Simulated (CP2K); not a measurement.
A run of CP2K 2026.2:

The input v_scf.inp:

```
&GLOBAL
  PROJECT v_scf
  RUN_TYPE ENERGY_FORCE
  PRINT_LEVEL LOW
&END GLOBAL
&FORCE_EVAL
  METHOD QS
  STRESS_TENSOR ANALYTICAL
  &DFT
    BASIS_SET_FILE_NAME BASIS_MOLOPT_UZH
    POTENTIAL_FILE_NAME POTENTIAL_UZH
    UKS T
    MULTIPLICITY 4
    &MGRID
      CUTOFF 450
      REL_CUTOFF 60
      NGRIDS 5
    &END MGRID
    &QS
      METHOD GPW
      EPS_DEFAULT 1.0E-9
    &END QS
    &KPOINTS
      SCHEME MONKHORST-PACK 9 9 9
      GAMMA_CENTERED T
      SYMMETRY T
      SYMMETRY_BACKEND SPGLIB
    &END KPOINTS
    &SCF
      SCF_GUESS ATOMIC
      EPS_SCF 1.0E-6
      MAX_SCF 150
      ADDED_MOS 11 14
      CHOLESKY OFF
      EPS_EIGVAL 1.0E-7
      &DIAGONALIZATION ON
        ALGORITHM STANDARD
      &END DIAGONALIZATION
      &MIXING ON
        METHOD PULAY_MIXING
        ALPHA 0.4
        BETA 1.5
        NBUFFER 6
      &END MIXING
      &SMEAR ON
        METHOD FERMI_DIRAC
        ELECTRONIC_TEMPERATURE [K] 580.226
        FIXED_MAGNETIC_MOMENT 2.0
      &END SMEAR
    &END SCF
    &XC
      &XC_FUNCTIONAL PBE
      &END XC_FUNCTIONAL
    &END XC
    &PRINT
      &KPOINTS ON
      &END KPOINTS
      &MULLIKEN ON
      &END MULLIKEN
      &MO ON
        ENERGIES T
        OCCUPATION_NUMBERS T
        &EACH
          QS_SCF 0
        &END EACH
        ADD_LAST NUMERIC
      &END MO
      &E_DENSITY_CUBE ON
        STRIDE 1
      &END E_DENSITY_CUBE
      &V_HARTREE_CUBE ON
        STRIDE 1
      &END V_HARTREE_CUBE
      &ELF_CUBE ON
        STRIDE 1
      &END ELF_CUBE
    &END PRINT
  &END DFT
  &SUBSYS
    &CELL
      A 2.6229311404 0.0000000000 0.0000000000
      B -0.8743103801 2.4729231947 0.0000000000
      C -0.8743103801 -1.2364615973 2.1416143082
      PERIODIC XYZ
    &END CELL
    &COORD
      SCALED
      V   0.0000000000 0.0000000000 0.0000000000
    &END COORD
    &KIND V
      BASIS_SET DZVP-MOLOPT-PBE-GTH-q13
      POTENTIAL GTH-PBE-q13
      MAGNETIZATION 2.0
    &END KIND
    &PRINT
      &ATOMIC_COORDINATES ON
      &END ATOMIC_COORDINATES
      &CELL ON
      &END CELL
      &SYMMETRY ON
      &END SYMMETRY
    &END PRINT
  &END SUBSYS
  &PRINT
    &FORCES ON
    &END FORCES
    &STRESS_TENSOR ON
    &END STRESS_TENSOR
  &END PRINT
&END FORCE_EVAL
```

Potentials or basis: POTENTIAL_UZH V GTH-PBE-q13; DZVP-MOLOPT-PBE-GTH basis.

Command:

```bash
$ OMP_NUM_THREADS=1 cp2k.psmp -i v_scf.inp -o v_scf.out
```

Hardware: 1 thread of Arm Neoverse V1 (shared host).

Problem. Estimate the wall time of this run.

Solution. Wall time 2 min on 1 thread of Arm Neoverse V1, with other jobs on the host, peak memory 0.27 GiB. Counts: scf iterations 11, k points 35, basis 26, bands 19, force evaluations 1.
